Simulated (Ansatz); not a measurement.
**Residual resistivity of an alloy: V(100) with 4 layers of random V-Ru, 2x2**

How strongly does chemical disorder scatter in V(100) with 4 layers of random V-Ru, 2x2?

Program: Ansatz 0.2.0. Level of theory: Ansatz plane-wave DFT, PBE, PAW files; ballistic transport by layer matching (Landauer), zero bias; PAW set soft_1. Results are calculated unless marked as measured.

## Step 1: Starting point

The cell holds 56 atoms: 52 V and 4 Ru. Its edges and angles: a = 6.052 Å, b = 6.052 Å, c = 21.182 Å, α = 90.0°, β = 90.0°, γ = 90.0°. It derives from V. Regions: lead, 40 atoms (40 V); scattering region, 16 atoms (4 Ru and 12 V). The structure is stacked along c, and the current runs across the ab planes.

## Step 2: With 4 alloy layers

In 4 layers a share of 0.25 of the sites is given to Ru at random. The layers about the cell's end stay perfect and serve as the lead. Disorder leaves little or no symmetry, which makes such runs dear. Energies from -0.05 to 0.05 eV in steps of 0.05 eV are too few for the program's thermal sum, so it prints no conductance; for a metal the transmission near the Fermi level serves, at a fraction of the cost.

input.yaml reads:

```yaml
crystal:
  lattice:
    - [6.052, 0.0, 0.0]
    - [0.0, 6.052, 0.0]
    - [0.0, 0.0, 21.182]
  atoms:
    - { symbol: V, position: [0.0, 0.0, 0.0357142857] }
    - { symbol: V, position: [0.0, 0.5, 0.0357142857] }
    - { symbol: V, position: [0.5, 0.0, 0.0357142857] }
    - { symbol: V, position: [0.5, 0.5, 0.0357142857] }
    - { symbol: V, position: [0.25, 0.25, 0.1071428571] }
    - { symbol: V, position: [0.25, 0.75, 0.1071428571] }
    - { symbol: V, position: [0.75, 0.25, 0.1071428571] }
    - { symbol: V, position: [0.75, 0.75, 0.1071428571] }
    - { symbol: V, position: [0.0, 0.0, 0.1785714286] }
    - { symbol: V, position: [0.0, 0.5, 0.1785714286] }
    - { symbol: V, position: [0.5, 0.0, 0.1785714286] }
    - { symbol: V, position: [0.5, 0.5, 0.1785714286] }
    - { symbol: V, position: [0.25, 0.25, 0.25] }
    - { symbol: V, position: [0.25, 0.75, 0.25] }
    - { symbol: V, position: [0.75, 0.25, 0.25] }
    - { symbol: V, position: [0.75, 0.75, 0.25] }
    - { symbol: V, position: [0.0, 0.0, 0.3214285714] }
    - { symbol: V, position: [0.0, 0.5, 0.3214285714] }
    - { symbol: V, position: [0.5, 0.0, 0.3214285714] }
    - { symbol: V, position: [0.5, 0.5, 0.3214285714] }
    - { symbol: Ru, position: [0.25, 0.25, 0.3928571429] }
    - { symbol: V, position: [0.25, 0.75, 0.3928571429] }
    - { symbol: V, position: [0.75, 0.25, 0.3928571429] }
    - { symbol: V, position: [0.75, 0.75, 0.3928571429] }
    - { symbol: V, position: [0.0, 0.0, 0.4642857143] }
    - { symbol: V, position: [0.0, 0.5, 0.4642857143] }
    - { symbol: Ru, position: [0.5, 0.0, 0.4642857143] }
    - { symbol: V, position: [0.5, 0.5, 0.4642857143] }
    - { symbol: V, position: [0.25, 0.25, 0.5357142857] }
    - { symbol: V, position: [0.25, 0.75, 0.5357142857] }
    - { symbol: V, position: [0.75, 0.25, 0.5357142857] }
    - { symbol: V, position: [0.75, 0.75, 0.5357142857] }
    - { symbol: Ru, position: [0.0, 0.0, 0.6071428571] }
    - { symbol: V, position: [0.0, 0.5, 0.6071428571] }
    - { symbol: V, position: [0.5, 0.0, 0.6071428571] }
    - { symbol: Ru, position: [0.5, 0.5, 0.6071428571] }
    - { symbol: V, position: [0.25, 0.25, 0.6785714286] }
    - { symbol: V, position: [0.25, 0.75, 0.6785714286] }
    - { symbol: V, position: [0.75, 0.25, 0.6785714286] }
    - { symbol: V, position: [0.75, 0.75, 0.6785714286] }
    - { symbol: V, position: [0.0, 0.0, 0.75] }
    - { symbol: V, position: [0.0, 0.5, 0.75] }
    - { symbol: V, position: [0.5, 0.0, 0.75] }
    - { symbol: V, position: [0.5, 0.5, 0.75] }
    - { symbol: V, position: [0.25, 0.25, 0.8214285714] }
    - { symbol: V, position: [0.25, 0.75, 0.8214285714] }
    - { symbol: V, position: [0.75, 0.25, 0.8214285714] }
    - { symbol: V, position: [0.75, 0.75, 0.8214285714] }
    - { symbol: V, position: [0.0, 0.0, 0.8928571429] }
    - { symbol: V, position: [0.0, 0.5, 0.8928571429] }
    - { symbol: V, position: [0.5, 0.0, 0.8928571429] }
    - { symbol: V, position: [0.5, 0.5, 0.8928571429] }
    - { symbol: V, position: [0.25, 0.25, 0.9642857143] }
    - { symbol: V, position: [0.25, 0.75, 0.9642857143] }
    - { symbol: V, position: [0.75, 0.25, 0.9642857143] }
    - { symbol: V, position: [0.75, 0.75, 0.9642857143] }
kpoints:
  mp_grid: { grid: [4, 4, 1] }
hamiltonian:
  xc: pbe
  pseudopotentials: { kind: paw, azcp: { folder: soft_1 } }
scf:
  occupations: { method: fermi_dirac, width: 0.1 }
output:
  transmission: { leads: [[0, 4]], kmesh: [8, 8], e_range: [-0.05, 0.05], de: 0.05 }
  write_potential: true
  write_density: true
  volumetric_format: npy
```

The run is started by

```console
ansatz run input.yaml --threads 4 --pin off --max-ram 15360MiB --backend cpu --events-out ev --progress --plain --runs-dir out
```

Numbers of over 12 decimals in the logs are rounded to 6 here.

Output:

```text
Engine: ansatz 0.2.0, aarch64-unknown-linux-gnu
Pseudopotentials: kind: paw
Pseudopotential: V, paw, valence charge 13, recommended cutoff 420 eV (normal), soft_1/V.paw.azcp
Pseudopotential: Ru, paw, valence charge 16, recommended cutoff 420 eV (normal), soft_1/Ru.paw.azcp
Functional definition: PBE
  parameter kappa = 0.804
  parameter beta = 0.066725
  exchange = pbe_x(kappa = kappa, mu = beta*pi^2/3)
  correlation = pbe_c(beta = beta)
Crystal: 56 atoms, lattice volume = 775.827 Å³
Basis set: ecut = 420 eV, 15155 PW (Γ)
Bands: 444, of which v1, the nominal top of the filled ones, is band 370 counted from 1 (369 counted from 0)
Symmetry: 2 space group operations
Space group: Cm (ITA 8), of the structure as read, at distance tolerance 9.2e-5 Å
k-points: 7 of 16 (time reversal used)
Non-local potential: V, projectors of the file, l = 0: 3, l = 1: 2, l = 2: 3, l = 3: 1
Non-local potential: Ru, projectors of the file, l = 0: 3, l = 1: 2, l = 2: 2, l = 3: 1
PAW form: soft (Blöchl's): semilocal exchange-correlation on the pseudo side does not see the compensation charge
PAW one-centre angular grid: V, 590 points (default); XC on 64 Gauss nodes
PAW one-centre angular grid: Ru, 590 points (default); XC on 64 Gauss nodes
Initial density: superposition of atomic densities (chi_scale 0.1, normalization cell, long waves of neutral atoms (reshape's long-wave potential 4.71 eV rms, cloud 2.99 Å wide))
Initial wavefunctions: pseudopotential atomic-orbital guess
Functional: x = pbe(κ = 0.804, μ = 0.219515), c = pbe(β = 0.066725)
SCF iter   1: F=—  HF=-175055.049088 eV  |F-HF|=—  |Δ(HF+E_count)|=         —  Δρ=1.97e-1  dr2=3.30e3  ethr=3.10e-3  ⟨swp⟩=6.9  Hψ=11969  notcnv=0
preconditioner: auto → Kerker (q_TF=auto, 2.707 Å⁻¹)  [metal: Δε(μ)=0.005 eV  Ē_g=3.367 eV  σ=0.100 eV  W_gap=0.01  n_scr=262 (ndim 8)  ℏωp=22.8 eV  f_vac=0.000  D(μ)=58.97/eV (n_scr^D=652)]
SCF iter   2: F=—  HF=-174971.567588 eV  |F-HF|=—  |Δ(HF+E_count)|=    8.35e1  Δρ=6.50e-2  dr2=3.69e2  ethr=3.10e-3  ⟨swp⟩=14.0  Hψ=21874  notcnv=0  defer=10
SCF iter   3: F=—  HF=-174966.981030 eV  |F-HF|=—  |Δ(HF+E_count)|=    4.59e0  Δρ=3.10e-2  dr2=4.33e1  ethr=3.10e-3  ⟨swp⟩=9.4  Hψ=10142  notcnv=0  defer=7
SCF iter   4: F=—  HF=-174966.382622 eV  |F-HF|=—  |Δ(HF+E_count)|=   5.98e-1  Δρ=9.82e-3  dr2=1.28e0  ethr=3.10e-3  ⟨swp⟩=7.7  Hψ=8150  notcnv=0  defer=5
SCF iter   5: F=—  HF=-174966.320903 eV  |F-HF|=—  |Δ(HF+E_count)|=   6.17e-2  Δρ=3.16e-3  dr2=9.78e-2  ethr=1.73e-4  ⟨swp⟩=4.7  Hψ=6467  notcnv=0  defer=13
SCF iter   6: F=—  HF=-174966.315009 eV  |F-HF|=—  |Δ(HF+E_count)|=   5.89e-3  Δρ=6.68e-4  dr2=3.94e-3  ethr=1.32e-5  ⟨swp⟩=4.0  Hψ=4712  notcnv=0  defer=3
SCF iter   7: F=—  HF=-174966.314706 eV  |F-HF|=—  |Δ(HF+E_count)|=   3.03e-4  Δρ=2.23e-4  dr2=7.98e-4  ethr=5.32e-7  ⟨swp⟩=2.3  Hψ=4241  notcnv=0  defer=2
SCF iter   8: F=—  HF=-174966.314650 eV  |F-HF|=—  |Δ(HF+E_count)|=   5.56e-5  Δρ=7.14e-5  dr2=1.29e-4  ethr=1.08e-7  ⟨swp⟩=2.0  Hψ=3858  notcnv=0
SCF iter   9: F=—  HF=-174966.314664 eV  |F-HF|=—  |Δ(HF+E_count)|=   1.35e-5  Δρ=2.10e-5  dr2=8.54e-6  ethr=1.74e-8  ⟨swp⟩=2.0  Hψ=3353  notcnv=0
SCF iter  10: F=—  HF=-174966.314869 eV  |F-HF|=—  |Δ(HF+E_count)|=   2.05e-4  Δρ=7.98e-6  dr2=8.06e-7  ethr=1.15e-9  ⟨swp⟩=2.0  Hψ=4222  notcnv=0
SCF iter  11: F=—  HF=-174966.314869 eV  |F-HF|=—  |Δ(HF+E_count)|=   3.33e-8  Δρ=2.99e-6  dr2=1.05e-7  ethr=1.35e-11  ⟨swp⟩=17.9  Hψ=12308  notcnv=0
SCF iter  12: F=-174966.314869 eV  HF=-174966.314869 eV  |F-HF|=4.16e-9  |Δ(HF+E_count)|=   5.97e-9  Δρ=7.22e-7  dr2=4.87e-9  ethr=1.35e-11  ⟨swp⟩=2.0  Hψ=5711  notcnv=0
SCF 1 converged in 12 iterations: F = -174966.314869 eV  dr2 = 4.87e-9
  greatest PAW one-centre occupation: 1.000 electrons in one spin orbital (limit 2), on the V atom at site 31 (counted from 0), in its partial waves of l = 0
transmission: 69 of 630 steps passed
transmission: 132 of 630 steps passed
[...]
transmission: 630 of 630 steps passed
SCF converged after 12 iterations
Free energy (F): -174966.314869 eV
Harris-Foulkes:  -174966.314869 eV  (|F-HF|=4.16e-9)
Internal energy: -174963.651845 eV  (E = F + TS)
E sigma→0 (E₀):  -174964.983357 eV
Entropy (-TS):   -2.663024 eV (-47.554 meV/atom)
Fermi energy:    16.548877 eV
--- Per-component energies (eV) ---
  E_band       = -8199.555645
  E_kinetic    = 17172.533498
  E_local      = -57939.657597  (includes V_loc(G=0)·N_el)
  E_nonlocal   = 5867.490290
  E_hartree    = 23631.167604
  E_xc         = -6656.362019
  E_vxc        = -8419.923632  (∫ρ·V_xc dr)
  E_paw        = -72507.820180  (= ΣΔE_a)
  E_vpaw       = -12142.374938  (= ΣTr[D̂ρ^β])
  E_aug_tail   = 0.053140  (compensation charges beyond the density's cutoff)
  E_ewald      = -84531.056581
  E_smearing   = -2.663024  (= −TS)
  E_closure    = -0.000000  (closes the sum)
  Σ components = -174966.314869   (vs F -174966.314869, Δ=0.00e0)
--- Band table (eV; the first three rows and the last of 7) ---
  k-point 0: bands = [... 366 lower, 16.9332, 16.9671, 16.9832, 17.0068, 17.0298, 17.0320, 17.0571, 17.0695, ... 70 higher]
  k-point 1: bands = [... 366 lower, 16.7337, 16.7545, 16.7814, 16.7921, 16.7989, 16.8198, 16.8397, 16.8703, ... 70 higher]
  k-point 2: bands = [... 366 lower, 16.3849, 16.3884, 16.3928, 16.4037, 16.4293, 16.4344, 16.4400, 16.4463, ... 70 higher]
  k-point 6: bands = [... 366 lower, 16.0277, 16.0530, 16.0760, 16.0840, 16.0899, 16.0928, 16.0996, 16.1039, ... 70 higher]
--- Transmission ---
  basis      : 325 plane waves across, 30 finite elements along
  points     : 21, standing for a mesh of 8 x 8
  energies   : 3 from -0.050000 to 0.050000 eV about the Fermi level, 0.050000 eV apart; the leads are filled to 0.000000 eV, and channels, transmission and decay are at 0.000000 eV
  crystal 0  : V4, at the sites [0, 4], period 1.5130 Å, over 15.13 Å; its Hamiltonian steps by up to 3.4 meV
    offset         : up to 0.0000 Å between an atom of the period and one for which it stands
    channels       : 1.004688e1 a spin
    conductance    : none, the energies end too early or step too widely for 300 K: set another output.transmission.e_range or a lower de, or, where they end at an eighth of basis.ecutwfc, a higher one
  junction   : crystal 0 to crystal 0, 0.70 to 20.37 Å
    transmission   : 5.308178e0 a spin
    conductance    : none, the energies end too early or step too widely for 300 K: set another output.transmission.e_range or a lower de, or, where they end at an eighth of basis.ecutwfc, a higher one
```

It took 13 min on 4 threads of Arm Neoverse V1, shared host; peak memory 6.5 GiB; 45 min of CPU time.

This run has no spin polarisation, although V can carry a moment.

Numbers from this step:

- free energy: -174966.3149 eV
- energy at zero smearing: -174964.9834 eV
- Fermi energy: 16.55 eV
- cell area: 36.63 Å²
- transmission per spin nearest the Fermi level: 5.308
- open channels per spin nearest the Fermi level: 10.05
- step of the lead's potential: 3.4 meV

Per spin. The transmission, zone mean by energy, zero at the Fermi level:

| energy (eV) | transmission, zone mean |
| --- | --- |
| -0.0500 | 5.40 |
| 0.0000 | 5.31 |
| 0.0500 | 5.12 |

Per spin. Table of open channels, zone mean, lead by energy, zero at the Fermi level:

| energy (eV) | open channels, zone mean, lead |
| --- | --- |
| -0.0500 | 10.5 |
| 0.0000 | 10.0 |
| 0.0500 | 9.42 |

Transmission over k1 and k2. At 0.0000 eV from the Fermi level.

Values, 8 rows by 8 columns:
```
3.06 2.82 3.40 5.06 5.94 5.12 3.33 2.80
2.44 3.40 6.19 7.85 8.21 7.85 6.38 3.33
3.02 5.06 7.85 7.72 7.68 7.41 7.85 5.12
4.97 5.94 8.21 7.68 8.11 7.68 8.21 5.94
3.02 5.12 7.85 7.41 7.68 7.72 7.85 5.06
2.44 3.33 6.38 7.85 8.21 7.85 6.19 3.40
3.06 2.80 3.33 5.12 5.94 5.06 3.40 2.82
3.28 3.06 2.44 3.02 4.97 3.02 2.44 3.06
```
Columns: k1 (b1) from -0.5 to 0.375; rows upwards: k2 (b2) from -0.5 to 0.375.

Open channels over k1 and k2. At 0.0000 eV from the Fermi level.

Values, 8 rows by 8 columns:
```
 6.0  4.0  9.0 12.0 12.0 12.0  9.0  4.0
 6.0  9.0 12.0 14.0 14.0 14.0 12.0  9.0
 6.0 12.0 14.0 11.0 11.0 11.0 14.0 12.0
10.0 12.0 14.0 11.0 11.0 11.0 14.0 12.0
 6.0 12.0 14.0 11.0 11.0 11.0 14.0 12.0
 6.0  9.0 12.0 14.0 14.0 14.0 12.0  9.0
 6.0  4.0  9.0 12.0 12.0 12.0  9.0  4.0
 4.0  6.0  6.0  6.0 10.0  6.0  6.0  6.0
```
Columns: k1 (b1) from -0.5 to 0.375; rows upwards: k2 (b2) from -0.5 to 0.375.

Over the solved energies the transmission per spin lies between 5.12 and 5.40, out of 9.98 channels of the lead on average (up to 10.5).

## Step 3: With 8 alloy layers

In 8 layers a share of 0.25 of the sites is given to Ru at random. A fresh draw is used; the growth of the resistance with length is what counts.

System of this step: V(100) with 8 layers of random V-Ru, 2x2. The cell holds 72 atoms: 64 V and 8 Ru. Cell: a = 6.052 Å, b = 6.052 Å, c = 27.234 Å, α = 90.0°, β = 90.0°, γ = 90.0°. It derives from V. Regions: lead, 40 atoms (40 V); scattering region, 32 atoms (24 V and 8 Ru). The structure is stacked along c, and the current runs across the ab planes.

input.yaml reads:

```yaml
crystal:
  lattice:
    - [6.052, 0.0, 0.0]
    - [0.0, 6.052, 0.0]
    - [0.0, 0.0, 27.234]
  atoms:
    - { symbol: V, position: [0.0, 0.0, 0.0277777778] }
    - { symbol: V, position: [0.0, 0.5, 0.0277777778] }
    - { symbol: V, position: [0.5, 0.0, 0.0277777778] }
    - { symbol: V, position: [0.5, 0.5, 0.0277777778] }
    - { symbol: V, position: [0.25, 0.25, 0.0833333333] }
    - { symbol: V, position: [0.25, 0.75, 0.0833333333] }
    - { symbol: V, position: [0.75, 0.25, 0.0833333333] }
    - { symbol: V, position: [0.75, 0.75, 0.0833333333] }
    - { symbol: V, position: [0.0, 0.0, 0.1388888889] }
    - { symbol: V, position: [0.0, 0.5, 0.1388888889] }
    - { symbol: V, position: [0.5, 0.0, 0.1388888889] }
    - { symbol: V, position: [0.5, 0.5, 0.1388888889] }
    - { symbol: V, position: [0.25, 0.25, 0.1944444444] }
    - { symbol: V, position: [0.25, 0.75, 0.1944444444] }
    - { symbol: V, position: [0.75, 0.25, 0.1944444444] }
    - { symbol: V, position: [0.75, 0.75, 0.1944444444] }
    - { symbol: V, position: [0.0, 0.0, 0.25] }
    - { symbol: V, position: [0.0, 0.5, 0.25] }
    - { symbol: V, position: [0.5, 0.0, 0.25] }
    - { symbol: V, position: [0.5, 0.5, 0.25] }
    - { symbol: V, position: [0.25, 0.25, 0.3055555556] }
    - { symbol: V, position: [0.25, 0.75, 0.3055555556] }
    - { symbol: V, position: [0.75, 0.25, 0.3055555556] }
    - { symbol: V, position: [0.75, 0.75, 0.3055555556] }
    - { symbol: V, position: [0.0, 0.0, 0.3611111111] }
    - { symbol: V, position: [0.0, 0.5, 0.3611111111] }
    - { symbol: V, position: [0.5, 0.0, 0.3611111111] }
    - { symbol: V, position: [0.5, 0.5, 0.3611111111] }
    - { symbol: V, position: [0.25, 0.25, 0.4166666667] }
    - { symbol: Ru, position: [0.25, 0.75, 0.4166666667] }
    - { symbol: V, position: [0.75, 0.25, 0.4166666667] }
    - { symbol: V, position: [0.75, 0.75, 0.4166666667] }
    - { symbol: Ru, position: [0.0, 0.0, 0.4722222222] }
    - { symbol: V, position: [0.0, 0.5, 0.4722222222] }
    - { symbol: V, position: [0.5, 0.0, 0.4722222222] }
    - { symbol: Ru, position: [0.5, 0.5, 0.4722222222] }
    - { symbol: Ru, position: [0.25, 0.25, 0.5277777778] }
    - { symbol: V, position: [0.25, 0.75, 0.5277777778] }
    - { symbol: V, position: [0.75, 0.25, 0.5277777778] }
    - { symbol: V, position: [0.75, 0.75, 0.5277777778] }
    - { symbol: V, position: [0.0, 0.0, 0.5833333333] }
    - { symbol: V, position: [0.0, 0.5, 0.5833333333] }
    - { symbol: V, position: [0.5, 0.0, 0.5833333333] }
    - { symbol: V, position: [0.5, 0.5, 0.5833333333] }
    - { symbol: V, position: [0.25, 0.25, 0.6388888889] }
    - { symbol: Ru, position: [0.25, 0.75, 0.6388888889] }
    - { symbol: V, position: [0.75, 0.25, 0.6388888889] }
    - { symbol: V, position: [0.75, 0.75, 0.6388888889] }
    - { symbol: Ru, position: [0.0, 0.0, 0.6944444444] }
    - { symbol: V, position: [0.0, 0.5, 0.6944444444] }
    - { symbol: Ru, position: [0.5, 0.0, 0.6944444444] }
    - { symbol: Ru, position: [0.5, 0.5, 0.6944444444] }
    - { symbol: V, position: [0.25, 0.25, 0.75] }
    - { symbol: V, position: [0.25, 0.75, 0.75] }
    - { symbol: V, position: [0.75, 0.25, 0.75] }
    - { symbol: V, position: [0.75, 0.75, 0.75] }
    - { symbol: V, position: [0.0, 0.0, 0.8055555556] }
    - { symbol: V, position: [0.0, 0.5, 0.8055555556] }
    - { symbol: V, position: [0.5, 0.0, 0.8055555556] }
    - { symbol: V, position: [0.5, 0.5, 0.8055555556] }
    - { symbol: V, position: [0.25, 0.25, 0.8611111111] }
    - { symbol: V, position: [0.25, 0.75, 0.8611111111] }
    - { symbol: V, position: [0.75, 0.25, 0.8611111111] }
    - { symbol: V, position: [0.75, 0.75, 0.8611111111] }
    - { symbol: V, position: [0.0, 0.0, 0.9166666667] }
    - { symbol: V, position: [0.0, 0.5, 0.9166666667] }
    - { symbol: V, position: [0.5, 0.0, 0.9166666667] }
    - { symbol: V, position: [0.5, 0.5, 0.9166666667] }
    - { symbol: V, position: [0.25, 0.25, 0.9722222222] }
    - { symbol: V, position: [0.25, 0.75, 0.9722222222] }
    - { symbol: V, position: [0.75, 0.25, 0.9722222222] }
    - { symbol: V, position: [0.75, 0.75, 0.9722222222] }
kpoints:
  mp_grid: { grid: [4, 4, 1] }
hamiltonian:
  xc: pbe
  pseudopotentials: { kind: paw, azcp: { folder: soft_1 } }
scf:
  occupations: { method: fermi_dirac, width: 0.1 }
output:
  transmission: { leads: [[0, 4]], kmesh: [8, 8], e_range: [-0.05, 0.05], de: 0.05 }
  write_potential: true
  write_density: true
  volumetric_format: npy
```

Output:

```text
[...]
Crystal: 72 atoms, lattice volume = 997.492 Å³
Basis set: ecut = 420 eV, 19487 PW (Γ)
Bands: 576, of which v1, the nominal top of the filled ones, is band 480 counted from 1 (479 counted from 0)
Symmetry: 1 space group operations
[...]
k-points: 10 of 16 (time reversal used)
[...]
SCF iter   1: F=—  HF=-233613.396159 eV  |F-HF|=—  |Δ(HF+E_count)|=         —  Δρ=2.47e-1  dr2=8.65e3  ethr=3.10e-3  ⟨swp⟩=6.5  Hψ=22018  notcnv=0
[...]
SCF iter  12: F=-233432.698579 eV  HF=-233432.698579 eV  |F-HF|=4.55e-8  |Δ(HF+E_count)|=   2.01e-8  Δρ=1.39e-6  dr2=4.83e-8  ethr=1.04e-11  ⟨swp⟩=16.2  Hψ=23680  notcnv=0
SCF 1 converged in 12 iterations: F = -233432.698579 eV  dr2 = 4.83e-8
[...]
transmission: 147 of 1394 steps passed
transmission: 279 of 1394 steps passed
[...]
transmission: 1394 of 1394 steps passed
SCF converged after 12 iterations
Free energy (F): -233432.698579 eV
[...]
Internal energy: -233429.486513 eV  (E = F + TS)
E sigma→0 (E₀):  -233431.092546 eV
Entropy (-TS):   -3.212067 eV (-44.612 meV/atom)
Fermi energy:    16.867222 eV
[...]
--- Band table (eV; the first three rows and the last of 10) ---
  k-point 0: bands = [... 476 lower, 17.2084, 17.2230, 17.2342, 17.2402, 17.2447, 17.2501, 17.2505, 17.2533, ... 92 higher]
  k-point 1: bands = [... 476 lower, 17.0358, 17.0445, 17.0569, 17.0651, 17.0709, 17.0883, 17.0969, 17.1208, ... 92 higher]
  k-point 2: bands = [... 476 lower, 16.7258, 16.7390, 16.7506, 16.7712, 16.7822, 16.7849, 16.7885, 16.7985, ... 92 higher]
  k-point 9: bands = [... 476 lower, 16.3261, 16.3316, 16.3412, 16.3464, 16.4244, 16.4264, 16.4268, 16.4299, ... 92 higher]
--- Transmission ---
  basis      : 325 plane waves across, 41 finite elements along
  points     : 34, standing for a mesh of 8 x 8
[...]
channels       : 1.004688e1 a spin
[...]
junction   : crystal 0 to crystal 0, 2.21 to 27.93 Å
    transmission   : 3.662152e0 a spin
[...]
```

Run time: 31 min. Hardware: 4 threads; peak memory 9.9 GiB; 1.8 h of CPU time.

Numbers from this step:

```yaml
free_energy: -233432.6986 eV
energy_at_zero_smearing: -233431.0925 eV
fermi_energy: 16.87 eV
transmission_per_spin_nearest_the_fermi_level: 3.662
step_of_the_lead_s_potential: 1.3 meV
```

Per spin. Table of transmission, zone mean by energy, zero at the Fermi level:

| energy (eV) | transmission, zone mean |
| --- | --- |
| -0.0500 | 3.70 |
| 0.0000 | 3.66 |
| 0.0500 | 3.58 |

Over the solved energies the transmission per spin lies between 3.58 and 3.70, out of 9.91 channels of the lead on average (up to 10.4).

[end of part 1 of 2]

[Logs are printed without paths, hosts, clocks, repeated set-up lines and the standing remarks that a program may print on its own settings, such as how far it seeks lower states.]

[Hosts, paths, dates, database ids (printed as entryN), source tags and the programs' standing remarks are cut or masked in the printed files.]
